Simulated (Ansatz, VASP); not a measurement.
## One calculation of InAs (d3), two programs

```
CELL_PARAMETERS angstrom
0.00000 3.05585 3.05585
3.05585 0.00000 3.05585
3.05585 3.05585 0.00000
ATOMIC_POSITIONS crystal
In 0.00000 0.00000 0.00000
As 0.25000 0.25000 0.25000
```

Alike in both runs: functional PBE; dispersion D3(BJ); k mesh 12 × 12 × 12; occupations fermi-dirac, width 0.15 eV; no spin polarisation.

Ansatz relaxed the structure, and its values are those at the end. VASP's run is a single point on that final structure, the one shown.

|  | VASP | Ansatz |
| --- | --- | --- |
| version | VASP 6.6.1 | Ansatz 0.2.0 |
| potentials or method | VASP PAW PBE potentials, release 64 (In_d, As) | scalar-relativistic, plane waves, PAW |
| plane-wave cutoff (eV) | 520 | 420 |
| valence electrons in the cell | 18 | 28 |

Ansatz gave:

```
gap on the k mesh at the Fermi level (eV) : none
pressure (GPa)                            : 0.0
```

Task: What did VASP give for the same quantities?

Result: gap on the k mesh at the Fermi level (eV): none; pressure (GPa): 0.1.

A gap of «none» marks a metal or a gap that the smearing closes. The two sets of potentials don't hold the same shells in valence.

Caveats: pairwise dispersion overbinds metals, which lowers pressure and volume.
